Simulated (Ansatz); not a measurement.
## Point defect: Al interstitial in Al

All numbers below come from DFT PBE, scalar-relativistic, plane waves, PAW in Ansatz. Run with 420 eV cutoff, 5×5×5 k-mesh, Gaussian smearing of 0.10 eV, no spin polarisation.

Host crystal, relaxed:

```
CELL_PARAMETERS angstrom
0.00000 2.02081 2.02081
2.02081 0.00000 2.02081
2.02081 2.02081 0.00000
ATOMIC_POSITIONS crystal
Al 0.00000 0.00000 0.00000
```

Supercell of 16 atoms, rows in host cell vectors: -1 3 -1; -1 -1 -1; -1 -1 3. Atoms relax at the host's cell from a start displaced at random by 0.06 Å near the defect, so other minima may exist. The cell is small, so energies carry finite-size errors of tenths of an eV. The host is a metal. Atoms are taken from and returned to the elements' standard states.

Defect: Al interstitial set at (0.500, 0.500, 0.500) of the host cell. In charge 0 some atom moved by up to 1.1 Å, so the relaxed defect can differ in kind from the start. Before relaxation its nearest neighbours are 6 Al at 2.02 Å.

```tsv
charge	E_f at the valence band top (eV)	moment (μB)	largest move (Å)	atoms near the site
0	3.46	0.00	1.08	1 Al at 2.33 Å, 3 Al at 2.45 Å, 1 Al at 2.46 Å, 1 Al at 2.75 Å, 2 Al at 2.87 Å, 2 Al at 2.88 Å
```

Cost: 2 runs of about 13 core-minutes in all, on AMD EPYC (Zen 3) (shared hosts).